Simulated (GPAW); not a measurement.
Input of a GPAW 26.7.0 run:

The input run.py:

```python
import numpy as np
from ase.dft.bandgap import bandgap
from ase.io import read, write
from gpaw import GPAW, PW
from gpaw.response.df import DielectricFunction

atoms = read('POSCAR')

calc = GPAW(mode=PW(600),
            xc='RPBE',
            kpts={'size': (8, 8, 8), 'gamma': True},
            occupations={'name': 'fermi-dirac', 'width': 0.001},
            nbands=11,
            convergence={'density': 1e-06},
            maxiter=150,
            txt='gpaw.txt')
atoms.calc = calc
energy = atoms.get_potential_energy()
calc.write('gs.gpw')
write('result.traj', atoms)
print(f'Energy: {energy:.6f} eV')
print('Fermi level:', round(calc.get_fermi_level(), 4), 'eV')
print(f'Gap: {bandgap(calc)[0]:.4f} eV, direct: {bandgap(calc, direct=True)[0]:.4f} eV')

for size in [(26, 26, 26)]:
    name = 'x'.join(str(n) for n in size)
    dense = calc.fixed_density(kpts={'size': size, 'gamma': True},
                               nbands=30, convergence={'bands': 24, 'eigenstates': 1e-7},
                               update_fermi_level=True, txt=f'dense-{name}.txt')
    dense.write(f'{name}.gpw', mode='all')
    df = DielectricFunction(f'{name}.gpw', frequencies=np.array([0.0]), hilbert=False, eta=0.001,
                            ecut=80, nbands=24, intraband=False, txt=f'df-{name}.txt')
    for xc in ['RPA']:
        for direction in ['x', 'y', 'z', [0, 1, 1], [1, 0, 1], [1, 1, 0]]:
            e0, e = df.get_macroscopic_dielectric_constant(xc=xc, direction=direction)
            print(f'{name} {xc} {direction}: {e0:.4f} without, {e:.4f} with local fields')
```

File POSCAR:

```
GaN
1.0
    0.0000000000      2.2535006075      2.2535006075
    2.2535006075      0.0000000000      2.2535006075
    2.2535006075      2.2535006075      0.0000000000
Ga N
1 1
Direct
    0.0000000000      0.0000000000      0.0000000000
    0.2500000000      0.2500000000      0.2500000000
```

Potentials or basis: the program's PAW data sets (release 1.2.1) made for this functional, pw.

Run with:

```sh
$ OMP_NUM_THREADS=1 python run.py
```

Question: What does it give for the electronic dielectric tensor (diagonal)?

Answer: 5.53.

Question: Predict the band gap on the k mesh.

Answer: 1.83 eV, direct.

Electronic dielectric tensor:
```
5.53 0.00 0.00
0.00 5.53 0.00
0.00 0.00 5.53
```

Caveat: the long-wavelength limit can be off by a per cent or two.

**Measured values to compare with.**

A printed reference work, textbook reports, for a bulk crystal of GaN at 0 K: band gap 3.299 eV (direct).

Measured gap of GaN: 3.299 eV (direct; 0 K; a printed reference work, textbook). This calculation gives 1.83 eV (-1.47 eV). Spin-orbit coupling on Ga is left out. The value is that of RPBE on a finite k mesh, which can miss the band edges, without temperature or zero-point motion. Semilocal functionals fall short of measured gaps as a rule. The cell is a database's relaxed one, not the measured one, which moves gaps too.
